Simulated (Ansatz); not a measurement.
Wurtzite InN was calculated with B3LYP (VWN-RPA form) (PAW; Ansatz, a first-principles code).

Numerical settings: plane-wave cutoff 460 eV, 9×9×6 k mesh (along the axes of the cell as run), Fermi–Dirac smearing 0.01 eV, scalar-relativistic PAW data made under PBE.

Cell (measured lattice):

Space group P6₃mc (No. 186); a = b = 3.5370 Å, c = 5.7030 Å, α = β = 90.00°, γ = 120.00°

```
atom  site  symmetry       x       y       z
----  ----  --------  ------  ------  ------
In      2b       3m.  0.6667  0.3333  0.4999
N       2b       3m.  0.3333  0.6667  0.3791
```

### Question
Estimate the band gap that the calculation returns.

### Answer

- band gap: 1.03 eV (on the SCF k mesh)

Measured, for comparison: band gap 0.77 eV (zero-point shift of 0.07 eV (the table's estimate, ZP (est)) added back here, E0, Γ; inputs from arXiv:2302.06325).

Note: cell and atoms aren't relaxed at this level (pressure 4.9 GPa).

Spin–orbit coupling is not included.

The computed numbers hold no vibrational or temperature effects.
